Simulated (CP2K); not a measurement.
## CuAu3 under changes of volume

One of the cells (15.761 Å³/atom); the others are scaled copies at fixed shape and fractional positions:

```
CELL_PARAMETERS angstrom
3.98000 0.00000 0.00000
0.00000 3.98000 0.00000
0.00000 0.00000 3.98000
ATOMIC_POSITIONS crystal
Au 0.50000 0.50000 0.00000
Au 0.50000 0.00000 0.50000
Au 0.00000 0.50000 0.50000
Cu 0.00000 0.00000 0.00000
```

```yaml
Program: CP2K 2026.2
Functional: LDA
Potentials_or_basis: GTH_POTENTIALS Au GTH-PADE-q11, Cu GTH-PADE-q11; TZVP-MOLOPT-PBE-GTH basis
Density_cutoff: 6803 eV
k_mesh: 7 × 7 × 7
Occupations: fermi-dirac, width 0.05 eV
Spin: no spin polarisation
```

| volume (Å³/atom) | energy over the lowest point (meV/atom) | pressure (GPa) |
| --- | --- | --- |
| 14.816 | 29.31 | 12.0 |
| 15.131 | ? | ? |
| 15.446 | 1.33 | 2.7 |
| 15.761 | 0.00 | -1.2 |
| 16.076 | 5.83 | -4.5 |
| 16.392 | 17.80 | -7.5 |
| 16.707 | 35.17 | -10.0 |

Problem. What does the run at 15.131 Å³/atom give?

Solution. Energy over the lowest point 10.71 meV/atom; pressure 7.0 GPa.

Worked out: A Birch-Murnaghan fit of order 3 (a polynomial in V^(-2/3)) to the other rows has its minimum at 15.66 Å³/atom with B0 = V·E''(V) = 187 GPa and B' = 5.7. It gives 10.69 meV/atom at 15.131 Å³/atom, against the run's 10.71, and -dE/dV = 7.0 GPa, against 7.0.

Energies are extrapolated to zero smearing.

Caveats: with these potentials and basis sets, volumes of gold and of layered tellurides can stand 1.5 % and more from those of plane-wave programs; the basis of atomic orbitals isn't converged, which shifts pressures, moduli and gaps.
